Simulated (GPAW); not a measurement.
The system is TiTe2.

```xyz
3
Lattice="3.7770 0.0000 0.0000 -1.8885 3.2710 0.0000 0.0000 0.0000 6.4980" Properties=species:S:1:pos:R:3 pbc="T T T"
Te    0.0000    2.1807    4.7903
Te    1.8885    1.0903    1.7077
Ti    0.0000    0.0000    0.0000
```

| Item | Value |
| --- | --- |
| Program | GPAW 26.7.0 |
| Task | single point |
| Functional | PBEsol |
| Potentials or basis | PAW data sets generated in the run's folder for this functional |
| Cutoff | 600 eV |
| Basis | pw |
| k mesh | 8 × 8 × 4 |
| Occupations | fermi-dirac, width 0.05 eV |
| Spin | no spin polarisation |

On this cell: pressure -2.6 GPa; largest force 0.126 eV/Å; band gap on the k mesh none (metal or under the smearing width).

The same run follows on a disturbed copy (atoms moved at random, drawn with an rms of 0.05 Å):

```xyz
3
Lattice="3.7770 0.0000 0.0000 -1.8885 3.2710 0.0000 0.0000 0.0000 6.4980" Properties=species:S:1:pos:R:3 pbc="T T T"
Te    0.0320    2.1613    4.8209
Te    1.8824    1.1056    1.7366
Ti   -0.0044   -0.0006    0.0156
```

Q: What changes?

A: The energy (extrapolated to zero smearing) moves by +1.5 meV/atom; pressure -2.6 GPa; largest force 0.209 eV/Å; band gap on the k mesh none (metal or under the smearing width).

Forces on the atoms (eV/Å):
```
Te  -0.124  0.079  0.035
Te   0.042 -0.070 -0.192
Ti   0.082 -0.009  0.157
```

Stress tensor (GPa, compression positive):
```
-2.90  0.17  0.48
 0.17 -2.62 -0.44
 0.48 -0.44 -2.15
```

Caveats: this functional lacks dispersion, which binds the layers, so the pressure and a relaxed spacing across them are unreliable (some runs).
